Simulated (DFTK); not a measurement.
InP under changes of volume

One of the cells (25.167 Å³/atom); the others are scaled copies at fixed shape and fractional positions:

```
In P
1.0
     0.00000    2.93050    2.93050
     2.93050    0.00000    2.93050
     2.93050    2.93050    0.00000
In P
1 1
Direct
  0.00000 0.00000 0.00000
  0.75000 0.75000 0.75000
```

| Property | Result |
| --- | --- |
| Program | DFTK 0.8.2 |
| Functional | PBE |
| Potentials or basis | dojo.nc.sr.pbe.v0_4_1.standard.upf (PBE) |
| Cutoff | 952 eV |
| k mesh | 8 × 8 × 8 |
| Occupations | fermi-dirac, width 0.05 eV |
| Spin | no spin polarisation |

```tsv
volume (Å³/atom)	energy over the lowest point (meV/atom)	pressure (GPa)	gap on the mesh (eV)
23.657	68.97	8.7	1.05
24.160	44.70	6.8	0.93
24.663	26.27	5.0	0.82
25.167	13.10	3.4	0.71
25.670	4.64	2.0	0.60
26.173	?	?	?
26.677	0.00	-0.4	0.39
```

Q: What does the run at 26.173 Å³/atom give?

A: Energy over the lowest point 0.42 meV/atom; pressure 0.7 GPa; gap on the mesh 0.50 eV.

Worked out: A Birch-Murnaghan fit of order 3 (a polynomial in V^(-2/3)) to the other rows has its minimum at 26.48 Å³/atom with B0 = V·E''(V) = 60 GPa and B' = 4.6. It gives 0.42 meV/atom at 26.173 Å³/atom, against the run's 0.42, and -dE/dV = 0.7 GPa, against 0.7. A straight line through the other rows of the gap, of slope -5.48 eV per unit of ln V (its deformation potential), gives 0.49 eV, against the run's 0.50.

Energies are extrapolated to zero smearing.

Caveats: spin-orbit coupling is left out, which moves the levels of the heavy elements.
